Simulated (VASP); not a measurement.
# LiF: NMR shieldings, part 3 of 3

What are the shielding tensors of LiF? The cell is of the wurtzite type, one of the forms listed for this formula, which need not be the common one. The start is a computed cell from the Materials Project.

VASP 6.6.1, plane waves and PAW; the level of theory is named at each step.

So far. Step 2 (Ground state): The cell has a gap of 7.60 eV on this mesh and a pressure of -3.1 GPa, which holds the misfit of the given cell and coordinates with this functional, and any error of cutoff, mesh and data sets.

**3. Shielding tensors (continued)**

Level of this step: chemical shifts by linear response (GIPAW), LDA; plane waves and PAW (F, Li_sv) (VASP).

From OUTCAR (step 3):

```text
 Found     24 irreducible k-points:

   dimension x,y,z NGX =    28 NGY =   28 NGZ =   42
   dimension x,y,z NGXF=    56 NGYF=   56 NGZF=   84

   ENCUT  =  700.0 eV  51.45 Ry    7.17 a.u.   6.60  6.60 10.37*2*pi/ulx,y,z

   NELECT =      20.0000    total number of electrons

  Total       -0.8219012     -0.8219012     -0.9274557     -0.0000000      0.0000000      0.0000000
  in kB      -33.7587624    -33.7587624    -38.0943079     -0.0000000      0.0000000      0.0000000
  external PRESSURE =     -35.2039442 kB  Pullay stress =       0.0000000 kB

  energy-cutoff  :      700.00
  volume of cell :       39.01
      direct lattice vectors                 reciprocal lattice vectors
     3.060939817  0.000000000  0.000000000     0.326697047  0.188618628  0.000000000
    -1.530469909  2.650851641  0.000000000     0.000000000  0.377237256  0.000000000
     0.000000000  0.000000000  4.807324570     0.000000000  0.000000000  0.208015911

 POSITION                                       TOTAL-FORCE (eV/Angst)
 -----------------------------------------------------------------------------------
      1.53047      0.88362      2.37407         0.000000      0.000000      0.009181
     -0.00000      1.76723      4.77773         0.000000     -0.000000      0.009181
      1.53047      0.88362      4.23599        -0.000000      0.000000     -0.009181
     -0.00000      1.76723      1.83233        -0.000000      0.000000     -0.009181
 -----------------------------------------------------------------------------------
    total drift:                               -0.000000      0.000000      0.000026

 Electric field gradients after diagonalization (V/A^2)
 (convention: |V_zz| > |V_xx| > |V_yy|)
----------------------------------------------------------------------
 ion       V_xx      V_yy      V_zz     asymmetry (V_yy - V_xx)/ V_zz
----------------------------------------------------------------------
   1       0.292     0.286    -0.578       0.010
   2       0.292     0.286    -0.578       0.010
   3      -0.031    -0.026     0.057       0.078
   4      -0.031    -0.026     0.057       0.078
----------------------------------------------------------------------

  ORBITAL MAGNETIC SUSCEPTIBILITY, excluding core contribution
 -------------------------------------------------------------
  Approximate magnetic susceptibility, pGv (10^-6 cm^3/mole)
     1        -14.941525         -0.000000          0.000000
     2         -0.000000        -14.880856          0.000000
     3          0.000000          0.000000        -14.920845
 -------------------------------------------------------------
  Approximate magnetic susceptibility, vGv (10^-6 cm^3/mole)
     1        -17.942994         -0.000000          0.000000
     2         -0.000000        -17.871461          0.000000
     3          0.000000          0.000000        -18.262603

  CSA tensor (J. Mason, Solid State Nucl. Magn. Reson. 2, 285 (1993))
  for chemical shielding  (including the isotropic core contribution)

  BDIR labels direction of applied magnetic field (i.e. B0)
  For BDIR==1, B0 along x-axis, etc.
  Induced field listed along cartesian directions for each BDIR
 ------------------------------------------------------------------------------------------
                 EXCLUDING G=0 CONTRIBUTION              INCLUDING G=0 CONTRIBUTION
 ------------------------------------------------------------------------------------------
  ion  BDIR            X           Y           Z                X           Y           Z
          (   iso_shield        span        skew ) (   iso_shield        span        skew )
 ------------------------------------------------------------------------------------------
    1     1     350.6911      0.0000      0.0000         356.0675      0.0000      0.0000
          2       0.0000    350.6902      0.0001           0.0000    356.0451      0.0001
          3      -0.0000     -0.0018    351.0603          -0.0000     -0.0018    356.4294
          (     350.8139      0.3701      0.9953 ) (     356.1807      0.3843      0.8829 )

    2     1     350.6911      0.0000      0.0000         356.0675      0.0000      0.0000
          2       0.0000    350.6902     -0.0001           0.0000    356.0451     -0.0001
          3       0.0000      0.0018    351.0603           0.0000      0.0018    356.4294
          (     350.8139      0.3701      0.9953 ) (     356.1807      0.3843      0.8829 )

    3     1      80.0689      0.0000     -0.0000          85.4453      0.0000     -0.0000
          2       0.0000     80.0688     -0.0000           0.0000     85.4237     -0.0000
          3      -0.0000     -0.0002     79.1773          -0.0000     -0.0002     84.5463
          (      79.7717      0.8916     -0.9999 ) (      85.1384      0.8990     -0.9518 )

    4     1      80.0689      0.0000      0.0000          85.4453      0.0000      0.0000
          2       0.0000     80.0688      0.0000           0.0000     85.4237      0.0000
          3       0.0000      0.0002     79.1773           0.0000      0.0002     84.5463
          (      79.7717      0.8916     -0.9999 ) (      85.1384      0.8990     -0.9518 )
 ------------------------------------------------------------------------------------------

[... 6 parts as in an earlier step ...]

[... 1 further part left out ...]
```

Numbers from this step:

```
free energy (TOTEN)            : -20.81 eV
Fermi energy                   : -2.554 eV
pressure                       : -3.520 GPa
gap on the k-mesh              : 7.589 eV
least direct gap on the k-mesh : 7.589 eV
```

Valence and core; the G = 0 term is that of a spherical sample. NMR shielding, by row:

```
atom  isotropic shielding (ppm)  span (ppm)     skew  isotropic shielding without the G = 0 term (ppm)
  F1                      356.2      0.3843   0.8829                                             350.8
  F2                      356.2      0.3843   0.8829                                             350.8
 Li3                      85.14       0.899  -0.9518                                             79.77
 Li4                      85.14       0.899  -0.9518                                             79.77
```

Ordered as |Vzz| ≥ |Vxx| ≥ |Vyy|, the program's way. Electric field gradients, by row:

```
atom  Vxx (V/Å²)  Vyy (V/Å²)  Vzz (V/Å²)  asymmetry
  F1       0.292       0.286      -0.578       0.01
  F2       0.292       0.286      -0.578       0.01
 Li3      -0.031      -0.026       0.057      0.078
 Li4      -0.031      -0.026       0.057      0.078
```

**4. Results**

```json
{"F, isotropic shielding": "356.2 ppm", "Li, isotropic shielding": "85.1 ppm"}
```

In words: At LDA the isotropic shieldings are F 356.2 ppm; Li 85.1 ppm. The widest tensor is that of Li3, with a span (largest less smallest principal value) of 0.899 ppm. The largest field gradient is Vzz = -0.578 V/Å² at F1. Shifts were not obtained, since a shift is the shielding of a reference compound, computed alike, less these values. The G = 0 term is the part set by the sample's shape, taken here for a sphere. No finer mesh was run, so convergence in it isn't shown. VASP's guide advises NLSPLINE for shieldings, which this input doesn't set; the effect wasn't tested. The cell is of the wurtzite type, one of the forms listed for this formula, which need not be the common one. The given cell is kept, although it stands at -3.5 GPa at LDA and ENCUT = 700 eV, which holds the mismatch of the given cell with this functional, any error of the entry itself and any basis-set error.

[Lines on the potential files, build, host, timing and source positions are cut from VASP's logs without a mark.]

[Logs are printed without paths, hosts, clocks, repeated set-up lines and the standing remarks that a program may print on its own settings, such as how far it seeks lower states.]

[Hosts, paths, dates, database ids (printed as entryN), source tags and the programs' standing remarks are cut or masked in the printed files.]
